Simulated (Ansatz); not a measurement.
# Ir (dhcp): energy against volume

These are results of DFT, RPBE, plane waves (420 eV) with PAW, scalar-relativistic in Ansatz, not measurements. (PAW data from PBE, frozen cores regenerated.)

The cell is scaled uniformly from the relaxed one, with fractional coordinates and shape fixed. Energies are extrapolated to zero smearing, pressures are those at the given smearing. Magnetic state: spin not included.

A Birch-Murnaghan fit gives V₀ = 14.70 Å³/atom, B₀ = 330 GPa, B₀′ = 5.1.

(1) What are the energy above the minimum and the pressure at 12.951 Å³/atom?

(2) What are the energy above the minimum and the pressure at 13.540 Å³/atom?

(3) What are the energy above the minimum and the pressure at 16.483 Å³/atom?

Answers

(1) 276.6 meV/atom and 57.99 GPa as computed.

(2) 111.0 meV/atom and 33.76 GPa as computed.

(3) 177.1 meV/atom and -27.74 GPa as computed.
